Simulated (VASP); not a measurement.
CdTe: single point with PBEsol

**What was measured.**

A printed reference work, data compilation reports, for a bulk crystal of CdTe at 0 K: band gap 1.607 eV.

Crystal: CdTe.

```
Cd Te
1.0
     0.00000    3.20500    3.20500
     3.20500    0.00000    3.20500
     3.20500    3.20500    0.00000
Cd Te
1 1
Direct
  0.00000 0.00000 0.00000
  0.25000 0.25000 0.25000
```

```
Program             : VASP 6.6.1
Task                : single point
Functional          : PBEsol
Potentials or basis : VASP PAW PBE potentials, release 64 (Cd, Te)
Cutoff              : 520 eV
k mesh              : 6 × 6 × 6
Occupations         : gaussian, width 0.01 eV
Spin                : no spin polarisation
```

* Pressure: 1.9 GPa
* Band gap on the k mesh: 0.76 eV, direct

Levels at points of the mesh, in eV from the valence-band top:
| k point | band 5 | band 6 | band 7 | band 8 | band 9 | band 10 | band 11 | band 12 | band 13 | band 14 |
| --- | --- | --- | --- | --- | --- | --- | --- | --- | --- | --- |
| (0.00, 0.00, 0.00) | -8.09 | -8.09 | 0.00 | 0.00 | 0.00 | 0.76 | 4.52 | 4.52 | 4.52 | 7.34 |
| (0.50, 0.00, 0.00) | -8.08 | -7.72 | -4.67 | -0.84 | -0.84 | 1.76 | 5.11 | 5.11 | 6.94 | 8.65 |
| (0.50, 0.50, 0.00) | -8.06 | -7.57 | -4.52 | -2.00 | -2.00 | 2.41 | 2.58 | 8.91 | 9.24 | 9.24 |

It took 30 s on 1 thread of Intel Xeon 8259CL (shared host), peak memory 0.21 GiB.

Measured gap of CdTe: 1.607 eV (0 K; a printed reference work, data compilation). This calculation gives 0.76 eV (-0.85 eV). Spin-orbit coupling on Cd, Te is left out. The value is that of PBEsol, without temperature or zero-point motion. Semilocal functionals fall short of measured gaps as a rule.

Caveat: the PAW data sets were made with another functional, which shifts forces and pressure a little; spin-orbit coupling is left out, which moves the levels of the heavy elements.
